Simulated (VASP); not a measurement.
**A VASP 6.6.1 single-point calculation on PbSe**

INCAR

```
ENCUT = 520
IBRION = -1
ISMEAR = -1
LCHARG = .FALSE.
NSW = 0
NELM = 120
GGA = PE
ISIF = 2
NBANDS = 17
PREC = Accurate
LWAVE = .FALSE.
EDIFF = 1E-5
LREAL = .FALSE.
LASPH = .TRUE.
SIGMA = 0.02
ADDGRID = .TRUE.
ALGO = All
```

KPOINTS

```
KPOINTS created by Atomic Simulation Environment
0
Gamma
8 8 8
0 0 0
```

POSCAR

```
Pb Se
 1.0000000000000000
     0.0000000000000000    3.0732587094000001    3.0732587094000001
     3.0732587094000001    0.0000000000000000    3.0732587094000001
     3.0732587094000001    3.0732587094000001    0.0000000000000000
 Pb  Se
   1   1
Cartesian
  0.0000000000000000  0.0000000000000000  0.0000000000000000
  3.0732587094000001  3.0732587094000001  3.0732587094000001
```

The recommended PBE PAW datasets give the neutral cell 20 valence electrons.

Command

```
mpirun -np 1 vasp_std
```

OSZICAR

```
N       E                     dE             d eps       ncg     rms           ort
DAV:   1     0.157631767547E+03    0.15763E+03   -0.97231E+03   493   0.135E+03
DAV:   2     0.321239880468E+01   -0.15442E+03   -0.14878E+03   493   0.311E+02
DAV:   3    -0.819643631612E+01   -0.11409E+02   -0.11327E+02   493   0.891E+01
DAV:   4    -0.847530647433E+01   -0.27887E+00   -0.27862E+00   493   0.152E+01
DAV:   5    -0.848442700907E+01   -0.91205E-02   -0.91201E-02   493   0.274E+00
SDA:   6    -0.770149658522E+01    0.78293E+00   -0.91201E-02   493   0.182E+01   0.000E+00
CGA:   7    -0.808981113264E+01   -0.38831E+00   -0.38871E+00   493   0.480E+00  -0.149E-01
CGA:   8    -0.816317976103E+01   -0.73369E-01   -0.73324E-01   493   0.591E-01   0.572E-03
CGA:   9    -0.818274466742E+01   -0.19565E-01   -0.19573E-01   493   0.146E-01  -0.551E-04
CGA:  10    -0.818675102123E+01   -0.40064E-02   -0.40107E-02   493   0.401E-02  -0.688E-04
CGA:  11    -0.818745546937E+01   -0.70445E-03   -0.70622E-03   493   0.629E-03   0.449E-04
CGA:  12    -0.818766936841E+01   -0.21390E-03   -0.21402E-03   493   0.918E-04  -0.101E-05
CGA:  13    -0.818769050401E+01   -0.21136E-04   -0.21183E-04   493   0.296E-04  -0.747E-05
CGA:  14    -0.818769736447E+01   -0.68605E-05   -0.67906E-05   493   0.573E-05   0.293E-05
   1 F= -.81876974E+01 E0= -.81876966E+01  d E =-.145360E-05
```

From OUTCAR

```
k-points           NKPTS =     29   k-points in BZ     NKDIM =     29   number of bands    NBANDS=     17

   NELECT =      20.0000    total number of electrons

   dimension x,y,z NGX =    32 NGY =   32 NGZ =   32
   dimension x,y,z NGXF=    64 NGYF=   64 NGZF=   64

  energy-cutoff  :      520.00
  volume of cell :       58.05
      direct lattice vectors                 reciprocal lattice vectors
     0.000000000  3.073258709  3.073258709    -0.162693755  0.162693755  0.162693755
     3.073258709  0.000000000  3.073258709     0.162693755 -0.162693755  0.162693755
     3.073258709  3.073258709  0.000000000     0.162693755  0.162693755 -0.162693755

 k-points in reciprocal lattice and weights: KPOINTS created by Atomic Simulation Env
   0.00000000  0.00000000  0.00000000       0.002
   0.12500000  0.00000000  0.00000000       0.016
   0.25000000  0.00000000  0.00000000       0.016
   0.37500000  0.00000000  0.00000000       0.016
   0.50000000  0.00000000  0.00000000       0.008
   0.12500000  0.12500000  0.00000000       0.012
   0.25000000  0.12500000  0.00000000       0.047
   0.37500000  0.12500000  0.00000000       0.047
   ...

 E-fermi :   5.0728

 k-point     1 :       0.0000    0.0000    0.0000
  band No.  band energies     occupation
      1     -11.9007      2.00000
      2     -11.9007      2.00000
      3     -11.9007      2.00000
      4     -11.8961      2.00000
      5     -11.8961      2.00000
      6      -8.5731      2.00000
      7      -1.4070      2.00000
      8       3.0944      2.00000
      9       3.0944      2.00000
     10       3.0944      2.00000
     11       9.6009      0.00000
     12       9.6009      0.00000
     13       9.6009      0.00000
     14      11.4598      0.00000
     15      11.4598      0.00000
     16      11.4598      0.00000
     17      13.1510      0.00000

 k-point     2 :       0.1250    0.0000    0.0000
  band No.  band energies     occupation
      1     -11.9009      2.00000
      2     -11.9009      2.00000
      3     -11.9001      2.00000
      4     -11.8948      2.00000
      5     -11.8948      2.00000
      6      -8.4573      2.00000
      7      -1.7842      2.00000
      8       3.1346      2.00000
      9       3.1346      2.00000
     10       3.3568      2.00000
     11       8.5553      0.00000
     12       8.9410      0.00000
     13       8.9410      0.00000
     14      11.2790      0.00000
     15      11.7983      0.00000
     16      11.7983      0.00000
     17      14.1957      0.00000

 k-point     3 :       0.2500    0.0000    0.0000
  band No.  band energies     occupation
      1     -11.9085      2.00000
      2     -11.9085      2.00000
      3     -11.8990      2.00000
      4     -11.8842      2.00000
      5     -11.8842      2.00000
      6      -8.1401      2.00000
      7      -2.6237      2.00000
      8       3.2519      2.00000
      9       3.2519      2.00000
     10       3.8912      2.00000
     11       7.0826      0.00000
     12       7.8375      0.00000
     13       7.8375      0.00000
     14      11.4670      0.00000
     15      12.6559      0.00000
     16      12.6559      0.00000
     17      16.1195      0.00000

 ...

  Total        0.6093699      0.6093699      0.6093699      0.0000000     -0.0000000     -0.0000000
  in kB       16.8176067     16.8176067     16.8176067      0.0000000     -0.0000000     -0.0000000
  external PRESSURE =      16.8176067 kB  Pullay stress =       0.0000000 kB

 POSITION                                       TOTAL-FORCE (eV/Angst)
 -----------------------------------------------------------------------------------
      0.00000      0.00000      0.00000         0.000000     -0.000000      0.000000
      3.07326      3.07326      3.07326        -0.000000      0.000000     -0.000000
 -----------------------------------------------------------------------------------
    total drift:                                0.000000     -0.000000     -0.000000

  FREE ENERGIE OF THE ION-ELECTRON SYSTEM (eV)
  ---------------------------------------------------
  free  energy   TOTEN  =        -8.1876973645 eV

  energy  without entropy=       -8.1876959109  energy(sigma->0) =       -8.18769664
```

It converged. Results: gap between bands v and c on the k mesh 0.33 eV; least direct gap on the k mesh 0.33 eV; pressure 1.7 GPa. Band v is the last that the valence electrons fill when counted band by band, and c is the next.

For comparison, a separate PBE run of the intended cell, on usual settings and not on those above, gives a gap of 0.33 eV on its mesh and a pressure of 1.7 GPa.

The run above took about 35 s on one core of a shared host (Intel Xeon Platinum 8488C) and held 0.31 GiB at most.
